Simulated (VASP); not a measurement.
# MgO (P6_3mc) in VASP: notebook, part 2 of 2

VASP 6.6.1. The steps go on from the part before.

## 3. Single point, r2SCAN

INCAR

```
SYSTEM = MgO
  PREC = Accurate
  ENCUT = 800
  EDIFF = 1E-6
  ISMEAR = 0
  SIGMA = 0.2
  LREAL = .False.
  LASPH = .True.
  NELM = 100
  ALGO = Normal
  ISIF = 2
  LWAVE = .False.
  LCHARG = .False.
  METAGGA = R2SCAN
  LMIXTAU = .True.
  NBANDS = 16
  ADDGRID = .False.
```

KPOINTS

```
Automatic mesh
0
Gamma
  4 4 2
  0 0 0
```

POSCAR

```
MgO
1.0
    3.3077869865      0.0000000000      0.0000000000
   -1.6538934933      2.8646275606      0.0000000000
    0.0000000000      0.0000000000      4.9828816700
Mg O
2 2
Direct
    0.6666666667      0.3333333333      0.5021597400
    0.3333333333      0.6666666667      0.0021597400
    0.6666666667      0.3333333333      0.9024402600
    0.3333333333      0.6666666667      0.4024402600
```

Potentials or basis: VASP PAW PBE potentials, release 64 (Mg, O_h).

Run with:

```console
$ cat potpaw_PBE.64/Mg/POTCAR potpaw_PBE.64/O_h/POTCAR > POTCAR
$ mpirun -np 1 vasp_std > vasp.out
```

OUTCAR:

```text
SYSTEM = MgO
   PREC = Accurate
   ENCUT = 800
   EDIFF = 1E-6
   ISMEAR = 0
   LREAL = .False.
   LASPH = .True.
   NELM = 100
   ISIF = 2
   METAGGA = R2SCAN

 Found      8 irreducible k-points:

 Following reciprocal coordinates:
            Coordinates               Weight
  0.000000  0.000000  0.000000      1.000000
  0.250000  0.000000  0.000000      6.000000
  0.500000  0.000000  0.000000      3.000000
  0.250000  0.250000  0.000000      6.000000
  0.000000  0.000000  0.500000      1.000000
  0.250000  0.000000  0.500000      6.000000
   k-points           NKPTS =      8   k-points in BZ     NKDIM =      8   number of bands    NBANDS=     16
   number of dos      NEDOS =    301   number of ions     NIONS =      4
   total plane-waves  NPLWV =  49152
   dimension x,y,z NGX =    32 NGY =   32 NGZ =   48
   dimension x,y,z NGXF=    64 NGYF=   64 NGZF=   96
   ions per type =               2   2
   NGX,Y,Z   is equivalent  to a cutoff of  16.08, 16.08, 16.01 a.u.
   NGXF,Y,Z  is equivalent  to a cutoff of  32.17, 32.17, 32.03 a.u.
 SYSTEM =  MgO
   PREC   = accura    normal or accurate (medium, high low for compatibility)
   ISTART =      0    job   : 0-new  1-cont  2-samecut
   ICHARG =      2    charge: 1-file 2-atom 10-const
   ISPIN  =      1    spin polarized calculation?
   LNONCOLLINEAR =      F non collinear calculations
   LSORBIT =      F    spin-orbit coupling
   LASPH  =      T    aspherical Exc in radial PAW
   ENCUT  =  800.0 eV  58.80 Ry    7.67 a.u.   7.63  7.63 11.49*2*pi/ulx,y,z
   NELM   =    100;   NELMIN=  2; NELMDL= -5     # of ELM steps
   EDIFF  = 0.1E-05   stopping-criterion for ELM
   LREAL  =      F    real-space projection
   EDIFFG = 0.1E-04   stopping-criterion for IOM
   NSW    =      0    number of steps for IOM
   IBRION =     -1    ionic relax: 0-MD 1-quasi-New 2-CG
   NFREE  =      0    steps in history (QN), initial steepest desc. (CG)
   ISIF   =      2    stress and relaxation
   ISYM   =      2    0-nonsym 1-usesym 2-fastsym
   POTIM  = 0.5000    time-step for ionic-motion
   TEBEG  =    0.0;   TEEND  =   0.0 temperature during run
   PSTRESS=    0.0 pullay stress
   NELECT =      16.0000    total number of electrons
   NUPDOWN=      -1.0000    fix difference up-down
   EMIN   =  10.00;   EMAX   =-10.00  energy-range for DOS
   EFERMI =   0.00;   METHOD = LEGACY
   ISMEAR =     0;   SIGMA  =   0.20  broadening in eV -4-tet -1-fermi 0-gaus
   EFERMI_NEDOS =   21; number of points for ismear=-14 and -15
   IALGO  =     38    algorithm
   IMIX   =      4    mixing-type and parameters
     AMIX     =   0.40;   BMIX     =  1.00
     AMIX_MAG =   1.60;   BMIX_MAG =  1.00
  volume/ion in A,a.u.               =      11.80        79.66
  Fermi-wavevector in a.u.,A,eV,Ry     =   1.141351  2.156842 17.724080  1.302683
  Thomas-Fermi vector in A             =   2.278052
   LORBIT       =      0    0 simple, 1 ext, 2 COOP (PROOUT), +10 PAW based schemes
   METAGGA = R2SCAN    functional components
   LHFCALC =     F    Hartree Fock is set to
   AEXX    =    0.0000 exact exchange contribution
   IVDW    =     0    specifies the selected vdW correction
   LEPSILON=     F    determine dielectric tensor
   LRPA    =     F    only Hartree local field effects (RPA)
 non-spin polarized calculation
 Gauss-broadening in eV      SIGMA  =   0.20
  energy-cutoff  :      800.00
  volume of cell :       47.22
 maximum number of plane-waves:      2446
 NGX is ok and might be reduce to    32
   NGX = 15   NGY = 15   NGZ = 23

 number of electron      15.9999999 magnetization

 Free energy of the ion-electron system (eV)
  ---------------------------------------------------
  ext. energy  EPLUGINS =         0.00000000
  ---------------------------------------------------
  free energy    TOTEN  =       -31.86839757 eV

  energy without entropy =      -31.86839757  energy(sigma->0) =      -31.86839757

 E-fermi :   1.9966     XC(G=0): -10.2019

 val. band max:        1.0634238648   @ k =   0.0000   0.0000   0.0000
 cond. band min:       5.1879072146   @ k =   0.0000   0.0000   0.0000
 fundamental gap:      4.1244833498
 Fermi energy:         1.9965993310

 k-point     1 :       0.0000    0.0000    0.0000
  band No.  band energies     occupation
      1     -16.1615      2.00000
      2     -15.3776      2.00000
      3      -2.2190      2.00000
      4       0.2581      2.00000
      5       0.2581      2.00000
      6       0.6016      2.00000
[... 8 lines left out ...]
     15      18.6031      0.00000
     16      18.6031      0.00000
[... 78 lines left out ...]
  band No.  band energies     occupation
      1     -15.6023      2.00000
      2     -15.6023      2.00000
      3      -1.4547      2.00000
      4      -1.4547      2.00000
      5       0.2480      2.00000
      6       0.2480      2.00000
[... 8 lines left out ...]
     15      17.0573      0.00000
     16      17.0573      0.00000

 [... further k-points ...]

------------------------ aborting loop because EDIFF is reached ----------------------------------------

  FORCE on cell =-STRESS in cart. coord.  units (eV):
  Direction    XX          YY          ZZ          XY          YZ          ZX
  --------------------------------------------------------------------------------------
  -------------------------------------------------------------------------------------
  Total       -1.0750480     -1.0750480     -0.9896855      0.0000000      0.0000000     -0.0000000
  in kB      -36.4797766    -36.4797766    -33.5831573      0.0000000      0.0000000     -0.0000000
  external PRESSURE =     -35.5142368 kB  Pullay stress =       0.0000000 kB

 VOLUME and BASIS-vectors are now :
 -----------------------------------------------------------------------------
  energy-cutoff  :      800.00
  volume of cell :       47.22
      direct lattice vectors                 reciprocal lattice vectors
     3.307786987  0.000000000  0.000000000     0.302316928  0.174542760  0.000000000
    -1.653893493  2.864627561  0.000000000     0.000000000  0.349085519  0.000000000
     0.000000000  0.000000000  4.982881670     0.000000000  0.000000000  0.200687086

 POSITION                                       TOTAL-FORCE (eV/Angst)
 -----------------------------------------------------------------------------------
      1.65389      0.95488      2.50220         0.000000      0.000000      0.032744
     -0.00000      1.90975      0.01076        -0.000000      0.000000      0.032744
      1.65389      0.95488      4.49675         0.000000     -0.000000     -0.032744
     -0.00000      1.90975      2.00531        -0.000000      0.000000     -0.032744
 -----------------------------------------------------------------------------------
    total drift:                               -0.000000      0.000000      0.010600

  FREE ENERGIE OF THE ION-ELECTRON SYSTEM (eV)
  ---------------------------------------------------
  free  energy   TOTEN  =       -31.8683975750 eV

  energy  without entropy=      -31.8683975750  energy(sigma->0) =      -31.86839757
```

OSZICAR:

```text
N       E                     dE             d eps       ncg     rms          rms(c)
DAV:   1     0.108818755661E+03    0.10882E+03   -0.96986E+03   256   0.131E+03
DAV:   2    -0.263379453468E+02   -0.13516E+03   -0.12140E+03   400   0.226E+02
DAV:   3    -0.410590735436E+02   -0.14721E+02   -0.14593E+02   288   0.859E+01
[... 12 lines left out ...]
DAV:  16    -0.318683813570E+02   -0.47445E-05   -0.49717E-05   256   0.906E-02    0.183E-03
DAV:  17    -0.318684014220E+02   -0.20065E-04   -0.45204E-06   256   0.251E-02    0.415E-03
DAV:  18    -0.318683929599E+02    0.84621E-05   -0.15625E-06   192   0.152E-02    0.113E-03
DAV:  19    -0.318683982870E+02   -0.53271E-05   -0.15638E-06   192   0.121E-02    0.441E-04
DAV:  20    -0.318683975750E+02    0.71198E-06   -0.14258E-07   128   0.315E-03
   1 F= -.31868398E+02 E0= -.31868398E+02  d E =-.123749E-11
```

stdout:

```text
POSCAR found type information on POSCAR MgO
 POSCAR found :  2 types and       4 ions
 scaLAPACK will be used
 -----------------------------------------------------------------------------
|                                                                             |
|                                                                             |
|     You enforced a specific xc type in the INCAR file but a different       |
|     I HOPE YOU KNOW WHAT YOU ARE DOING!                                     |
|                                                                             |
 -----------------------------------------------------------------------------

 LDA part: xc-table for (None), standard interpolation
 POSCAR, INCAR and KPOINTS ok, starting setup
 FFT: planning ... GRIDC
 FFT: planning ... GRID_SOFT
 FFT: planning ... GRID
 WAVECAR not read
 entering main loop
```

It took 68 s on 1 thread of AMD EPYC 7R43 (Zen 3), shared host; peak memory 0.18 GiB.

The run converged, but some of its settings lie outside the range that counts as converged, so its numbers aren't taken as properties of the crystal.

Results:

| Property | Result |
| --- | --- |
| Free energy | -31.8684 eV |
| Largest force | 0.033 eV/Å |
| Band gap on the k mesh | 4.12 eV, direct |

Caveat: the k mesh is coarse (spacing up to 0.63 Å⁻¹), so the values aren't converged; the cutoff is under 1.25 times the usual one of these potentials, so pressure, stress and relaxed cells hold a basis-set (Pulay) error; the PAW data sets were made with another functional, which shifts forces and pressure a little.

## 4. The reference run

An earlier run on the cell as given: functional PBE; potentials or basis VASP PAW PBE potentials, release 64 (Mg, O); cutoff 520 eV; k mesh 9 × 9 × 6; occupations fermi-dirac, width 0.05 eV; no spin polarisation.

* Pressure: 3.0 GPa
* Largest force: 0.008 eV/Å
* Band gap on the k mesh: 3.46 eV, direct
